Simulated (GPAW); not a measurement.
Ge: relaxation of cell and atoms with PBEsol+D3(BJ)

The system is Ge.

```
CELL_PARAMETERS angstrom
-3.48417 3.48417 3.48417
3.48417 -3.48417 3.48417
3.48417 3.48417 -3.48417
ATOMIC_POSITIONS crystal
Ge 0.29890 0.29890 0.29890
Ge 0.00000 0.20110 0.50000
Ge 0.20110 0.50000 0.00000
Ge 0.50000 0.00000 0.20110
Ge 0.70110 0.70110 0.70110
Ge 0.00000 0.79890 0.50000
Ge 0.79890 0.50000 0.00000
Ge 0.50000 0.00000 0.79890
```

This isn't the form of Ge at room conditions, which is diamond.

```yaml
Program: GPAW 26.7.0
Task: relaxation of cell and atoms
Functional: PBEsol
Dispersion: D3(BJ)
Potentials_or_basis: PAW data sets generated in the run's folder for this functional
Cutoff: 600 eV
Basis: pw
k_mesh: 6 × 6 × 6
Occupations: fermi-dirac, width 0.05 eV
Spin: no spin polarisation
Maxiter: 150
Optimizer: BFGS
Fmax: 0.02 eV/Å
Max_steps: 60
Convergence: density=1e-05 forces=0.0001
```

The relaxed volume is 20.26 Å³/atom and the relaxed cell is a = 5.949 Å, b = 5.949 Å, c = 5.949 Å, α = 109.47°, β = 109.47°, γ = 109.47°. The space group after relaxing (to 0.05 Å) is Ia-3 (No. 206). The energy gained by relaxing is 9.3 meV/atom and the ionic steps are 8. The pressure after relaxing is 0.1 GPa and the largest force after relaxing is 0.003 eV/Å. The band gap on the k mesh is none (metal or under the smearing width) and the dispersion energy per atom is -0.303 eV.

Forces in eV/Å, atoms in the order of the input:
```
Ge   0.002  0.002  0.002
Ge  -0.002  0.002 -0.002
Ge   0.002 -0.002 -0.002
Ge  -0.002 -0.002  0.002
Ge  -0.002 -0.002 -0.002
Ge   0.002 -0.002  0.002
Ge  -0.002  0.002  0.002
Ge   0.002  0.002 -0.002
```

The path:
```
step  energy change (eV)  largest force (eV/Å)  pressure (GPa)  volume (Å³)
   1              0.0000                0.2355           -2.29       169.18
   2             -0.0095                0.1932           -2.27       168.91
   3             -0.0506                0.0761           -1.87       166.44
   4             -0.0556                0.1130           -1.63       165.60
   5             -0.0632                0.1358           -1.05       164.02
   6             -0.0692                0.1106           -0.45       162.71
   7             -0.0733                0.0440            0.02       161.97
   8             -0.0743                0.0035            0.06       162.10
```

Final structure:
```xyz
8
Lattice="-3.4348 3.4348 3.4348 3.4348 -3.4348 3.4348 3.4348 3.4348 -3.4348" Properties=species:S:1:pos:R:3 pbc="T T T"
Ge    1.0099    1.0099    1.0099
Ge    2.4249    1.0099   -1.0099
Ge    1.0099   -1.0099    2.4249
Ge   -1.0099    2.4249    1.0099
Ge    2.4249    2.4249    2.4249
Ge    4.4447   -1.0099    1.0099
Ge   -1.0099    1.0099    4.4447
Ge    1.0099    4.4447   -1.0099
```

Levels at points of the mesh, in eV from the Fermi level:
```tsv
k point	band 14	band 15	band 16	band 17	band 18	band 19
(0.00, 0.00, 0.00)	-1.43	-1.43	-0.82	1.68	1.68	1.68
(0.50, 0.00, 0.00)	-2.01	-1.19	-1.19	0.37	0.37	1.80
(0.50, 0.50, 0.00)	-2.01	-1.19	-1.19	0.37	0.37	1.80
(0.50, 0.50, 0.50)	-1.56	0.48	0.48	0.48	1.57	2.46
```

It took 18 min on 1 thread of Arm Neoverse V1, with other jobs on the host, peak memory 0.5 GiB.

Caveat: later steps reuse the first step's grids; pairwise dispersion overbinds metals, which lowers pressure and volume.
